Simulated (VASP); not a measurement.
# Au (Im-3m) in VASP: single point with PBEsol

Aim: the single point of Au with PBEsol.

All numbers are computed with VASP 6.6.1; they aren't measurements. Logs are shortened: lines on timing, memory, paths and dates and some standing lists are left out, and cuts for length are marked.

**1. The crystal as given**

The structure is cubic, space group Im-3m (No. 229). Conventional cell: a = 3.241 Å, b = 3.241 Å, c = 3.241 Å, α = 90.00°, β = 90.00°, γ = 90.00°. Around Au (site symmetry m-3m) lie 8 Au at 2.81 Å.

This isn't the form of Au at room conditions, which is fcc.

**2. Single point, PBEsol, non-collinear spin, zero start, spin-orbit coupling**

Input file INCAR:

```
ALGO = Normal
EDIFF = 1E-6
ENCUT = 520
GGA = PS
GGA_COMPAT = False
ISIF = 2
ISMEAR = 0
LASPH = True
LCHARG = False
LMAXMIX = 4
LORBIT = 11
LREAL = False
LSORBIT = True
LWAVE = False
MAGMOM = 0 0 0
NBANDS = 22
NELM = 80
PREC = Accurate
SIGMA = 0.1
```

Input file KPOINTS:

```
k-points
0
Gamma
  18 18 18
```

Input file POSCAR:

```
Au
1.0
   -1.6204100000      1.6204100000      1.6204100000
    1.6204100000     -1.6204100000      1.6204100000
    1.6204100000      1.6204100000     -1.6204100000
Au
1
Direct
    0.0000000000      0.0000000000      0.0000000000
```

Potentials or basis: VASP PAW PBE potentials, release 64 (Au).

Command:

```sh
$ cat potpaw_PBE.64/Au/POTCAR > POTCAR
$ mpirun -np 1 vasp_ncl > vasp.out
```

OUTCAR:

```text
EDIFF = 1E-6
   ENCUT = 520
   GGA = PS
   ISIF = 2
   ISMEAR = 0
   LASPH = True
   LORBIT = 11
   LREAL = False
   LSORBIT = True
   NELM = 80
   PREC = Accurate

 ion  position               nearest neighbor table
   1  0.000  0.000  0.000-

  LATTYP: Found a body centered cubic cell.
 ALAT       =     3.2408200000

  Lattice vectors:

 A1 = (  -1.6204100000,   1.6204100000,   1.6204100000)
 A2 = (   1.6204100000,  -1.6204100000,   1.6204100000)
 A3 = (   1.6204100000,   1.6204100000,  -1.6204100000)

Analysis of symmetry for initial positions (statically):
=====================================================================
 Subroutine PRICEL returns:
 Original cell was already a primitive cell.

 Routine SETGRP: Setting up the symmetry group for a
 body centered cubic supercell.

 Subroutine GETGRP returns: Found 48 space group operations
 (whereof 48 operations were pure point group operations)
 out of a pool of 48 trial point group operations.

The static configuration has the point symmetry O_h .

Analysis of symmetry for dynamics (positions and initial velocities):
=====================================================================
 Subroutine PRICEL returns:
 Original cell was already a primitive cell.

 Routine SETGRP: Setting up the symmetry group for a
 body centered cubic supercell.

 Subroutine GETGRP returns: Found 48 space group operations
 (whereof 48 operations were pure point group operations)
 out of a pool of 48 trial point group operations.

The dynamic configuration has the point symmetry O_h .

Analysis of structural, dynamic, and magnetic symmetry:
=====================================================================
 Subroutine PRICEL returns:
 Original cell was already a primitive cell.

 Routine SETGRP: Setting up the symmetry group for a
 body centered cubic supercell.

 Subroutine GETGRP returns: Found 48 space group operations
 (whereof 48 operations were pure point group operations)
 out of a pool of 48 trial point group operations.

The overall configuration has the point symmetry O_h .

 Subroutine INISYM returns: Found 48 space group operations
 (whereof 48 operations are pure point group operations),
 and found     1 'primitive' translations

----------------------------------------------------------------------------------------

                                     Primitive cell

  volume of cell :      17.0190

  direct lattice vectors                    reciprocal lattice vectors
    -1.620410000  1.620410000  1.620410000     0.000000000  0.308563882  0.308563882
     1.620410000 -1.620410000  1.620410000     0.308563882  0.000000000  0.308563882
     1.620410000  1.620410000 -1.620410000     0.308563882  0.308563882  0.000000000

  length of vectors
     2.806632449  2.806632449  2.806632449     0.436375227  0.436375227  0.436375227

  position of ions in fractional coordinates (direct lattice)
     0.000000000  0.000000000  0.000000000

  ion indices of the primitive-cell ions
   primitive index   ion index
                 1           1

----------------------------------------------------------------------------------------

 KPOINTS: k-points

Automatic generation of k-mesh.
 Grid dimensions read from file:
 generate k-points for:   18   18   18

 Generating k-lattice:

  Cartesian coordinates                     Fractional coordinates (reciprocal lattice)
     0.000000000  0.017142438  0.017142438     0.055555556  0.000000000  0.000000000
     0.017142438  0.000000000  0.017142438     0.000000000  0.055555556  0.000000000
     0.017142438  0.017142438  0.000000000     0.000000000  0.000000000  0.055555556

  Length of vectors
     0.024243068  0.024243068  0.024243068

  Shift w.r.t. Gamma in fractional coordinates (k-lattice)
     0.000000000  0.000000000  0.000000000

 Subroutine IBZKPT returns following result:
 ===========================================

 Found    195 irreducible k-points:

 Following reciprocal coordinates:
            Coordinates               Weight
  0.000000  0.000000  0.000000      1.000000
  0.055556  0.000000  0.000000     12.000000
  0.111111  0.000000  0.000000     12.000000
  0.166667  0.000000  0.000000     12.000000
  0.222222  0.000000  0.000000     12.000000
  0.277778  0.000000  0.000000     12.000000
[... 16 lines left out ...]
  0.333333  0.111111  0.000000     48.000000
  0.388889  0.111111  0.000000     48.000000
 [... further k-points ...]
   k-points           NKPTS =    195   k-points in BZ     NKDIM =    195   number of bands    NBANDS=     22
   number of dos      NEDOS =    301   number of ions     NIONS =      1
   total plane-waves  NPLWV =  13824
   dimension x,y,z NGX =    24 NGY =   24 NGZ =   24
   dimension x,y,z NGXF=    48 NGYF=   48 NGZF=   48
   ions per type =               1
   NGX,Y,Z   is equivalent  to a cutoff of  14.22, 14.22, 14.22 a.u.
   NGXF,Y,Z  is equivalent  to a cutoff of  28.43, 28.43, 28.43 a.u.
 SYSTEM =  unknown system
   PREC   = accura    normal or accurate (medium, high low for compatibility)
   ISTART =      0    job   : 0-new  1-cont  2-samecut
   ICHARG =      2    charge: 1-file 2-atom 10-const
   ISPIN  =      1    spin polarized calculation?
   LNONCOLLINEAR =      T non collinear calculations
   LSORBIT =      T    spin-orbit coupling
   LASPH  =      T    aspherical Exc in radial PAW
   ENCUT  =  520.0 eV  38.22 Ry    6.18 a.u.   5.22  5.22  5.22*2*pi/ulx,y,z
   NELM   =     80;   NELMIN=  2; NELMDL= -5     # of ELM steps
   EDIFF  = 0.1E-05   stopping-criterion for ELM
   LREAL  =      F    real-space projection
   EDIFFG = 0.1E-04   stopping-criterion for IOM
   NSW    =      0    number of steps for IOM
   IBRION =     -1    ionic relax: 0-MD 1-quasi-New 2-CG
   NFREE  =      0    steps in history (QN), initial steepest desc. (CG)
   ISIF   =      2    stress and relaxation
   ISYM   =      2    0-nonsym 1-usesym 2-fastsym
   POTIM  = 0.5000    time-step for ionic-motion
   TEBEG  =    0.0;   TEEND  =   0.0 temperature during run
   PSTRESS=    0.0 pullay stress
   NELECT =      11.0000    total number of electrons
   NUPDOWN=      -1.0000    fix difference up-down
   EMIN   =  10.00;   EMAX   =-10.00  energy-range for DOS
   EFERMI =   0.00;   METHOD = LEGACY
   ISMEAR =     0;   SIGMA  =   0.10  broadening in eV -4-tet -1-fermi 0-gaus
   EFERMI_NEDOS =   21; number of points for ismear=-14 and -15
   IALGO  =     38    algorithm
   IMIX   =      4    mixing-type and parameters
     AMIX     =   0.40;   BMIX     =  1.00
     AMIX_MAG =   1.60;   BMIX_MAG =  1.00
  volume/ion in A,a.u.               =      17.02       114.85
  Fermi-wavevector in a.u.,A,eV,Ry     =   1.415449  2.674810 27.259206  2.003495
  Thomas-Fermi vector in A             =   2.536886
   LORBIT       =     11    0 simple, 1 ext, 2 COOP (PROOUT), +10 PAW based schemes
   GGA     = PS    functional components
   LHFCALC =     F    Hartree Fock is set to
   AEXX    =    0.0000 exact exchange contribution
   IVDW    =     0    specifies the selected vdW correction
   LEPSILON=     F    determine dielectric tensor
   LRPA    =     F    only Hartree local field effects (RPA)
 Gauss-broadening in eV      SIGMA  =   0.10
  energy-cutoff  :      520.00
  volume of cell :       17.02
 maximum number of plane-waves:       940
 NGX is ok and might be reduce to    24
   NGX = 11   NGY = 11   NGZ = 11

 number of electron      11.0000000 magnetization       0.0000000      0.0000000      0.0000000

 number of electron      11.0000001 magnetization      -0.0000000     -0.0000000     -0.0000000

 number of electron      11.0000001 magnetization       0.0000000     -0.0000000      0.0000000

 number of electron      11.0000001 magnetization      -0.0000000      0.0000000     -0.0000000

 Free energy of the ion-electron system (eV)
  ---------------------------------------------------
  ext. energy  EPLUGINS =         0.00000000
  ---------------------------------------------------
  free energy    TOTEN  =        -4.19813209 eV

  energy without entropy =       -4.19759866  energy(sigma->0) =       -4.19786537

 E-fermi :   9.3549     XC(G=0): -12.9027

 val. band max:        9.3006910749   @ k =   0.3889   0.0556   0.0556
 cond. band min:       9.4293446912   @ k =  -0.3333   0.3333   0.3333
 fundamental gap:      0.1286536162
 Fermi energy:         9.3548563246

 k-point     1 :       0.0000    0.0000    0.0000
  band No.  band energies     occupation
      1      -0.6239      1.00000
      2      -0.6239      1.00000
      3       3.8459      1.00000
      4       3.8459      1.00000
      5       3.8459      1.00000
      6       3.8459      1.00000
[... 574 lines left out ...]
      6       5.7460      1.00000
[... 14 lines left out ...]
     21      32.1796      0.00000
     22      32.1796      0.00000

 [... further k-points ...]

------------------------ aborting loop because EDIFF is reached ----------------------------------------

  FORCE on cell =-STRESS in cart. coord.  units (eV):
  Direction    XX          YY          ZZ          XY          YZ          ZX
  --------------------------------------------------------------------------------------
  -------------------------------------------------------------------------------------
  Total       -0.1209690     -0.1209690     -0.1209690      0.0000000      0.0000000      0.0000000
  in kB      -11.3880630    -11.3880630    -11.3880630      0.0000000      0.0000000      0.0000000
  external PRESSURE =     -11.3880630 kB  Pullay stress =       0.0000000 kB

 VOLUME and BASIS-vectors are now :
 -----------------------------------------------------------------------------
  energy-cutoff  :      520.00
  volume of cell :       17.02
      direct lattice vectors                 reciprocal lattice vectors
    -1.620410000  1.620410000  1.620410000     0.000000000  0.308563882  0.308563882
     1.620410000 -1.620410000  1.620410000     0.308563882  0.000000000  0.308563882
     1.620410000  1.620410000 -1.620410000     0.308563882  0.308563882  0.000000000

 POSITION                                       TOTAL-FORCE (eV/Angst)
 -----------------------------------------------------------------------------------
      0.00000      0.00000      0.00000         0.000000      0.000000      0.000000
 -----------------------------------------------------------------------------------
    total drift:                               -0.000000      0.000000      0.000000

  FREE ENERGIE OF THE ION-ELECTRON SYSTEM (eV)
  ---------------------------------------------------
  free  energy   TOTEN  =        -4.1981320857 eV

  energy  without entropy=       -4.1975986625  energy(sigma->0) =       -4.19786537

 Spin-Orbit-Coupling matrix elements

 Ion:    1  E_soc:     -0.5902562
 l=   1
     0.0000000    -0.0269666    -0.0269666
    -0.0269666     0.0000000    -0.0269666
    -0.0269666    -0.0269666     0.0000000
 l=   2
     0.0000000    -0.0146319     0.0000000    -0.0146319    -0.0567776
    -0.0146319     0.0000000    -0.0425832    -0.0146319    -0.0141944
     0.0000000    -0.0425832     0.0000000    -0.0425832     0.0000000
    -0.0146319    -0.0146319    -0.0425832     0.0000000    -0.0141944
    -0.0567776    -0.0141944     0.0000000    -0.0141944     0.0000000
 l=   3
     0.0000000     0.0000000     0.0000000     0.0000000     0.0000000     0.0000000     0.0000000
     0.0000000     0.0000000     0.0000000     0.0000000     0.0000000     0.0000000     0.0000000
     0.0000000     0.0000000     0.0000000     0.0000000     0.0000000     0.0000000     0.0000000
     0.0000000     0.0000000     0.0000000     0.0000000     0.0000000     0.0000000     0.0000000
     0.0000000     0.0000000     0.0000000     0.0000000     0.0000000     0.0000000     0.0000000
     0.0000000     0.0000000     0.0000000     0.0000000     0.0000000     0.0000000     0.0000000
     0.0000000     0.0000000     0.0000000     0.0000000     0.0000000     0.0000000     0.0000000

 total charge

# of ion       s       p       d       tot
------------------------------------------
    1        0.548   0.376   8.722   9.646

 magnetization (x)

# of ion       s       p       d       tot
------------------------------------------
    1        0.000   0.000   0.000   0.000

 magnetization (y)

# of ion       s       p       d       tot
------------------------------------------
    1       -0.000   0.000  -0.000   0.000

 magnetization (z)

# of ion       s       p       d       tot
------------------------------------------
    1       -0.000   0.000  -0.000  -0.000
```

Wall time 50 s (1 thread of Intel Xeon 6975P-C (Granite Rapids), shared host); peak memory 0.26 GiB.

Results:

```yaml
Free_energy: -4.1981 eV
Pressure: -1.1 GPa
Net_moment: 0.00 μB per cell
Valence_electrons_inside_the_program's_atomic_spheres: Au 9.65
```

Moments on the atoms (μB; x, y, z):
```
Au  0.00 0.00 0.00
```

Caveat: the PAW data sets were made with another functional, which shifts forces and pressure a little.
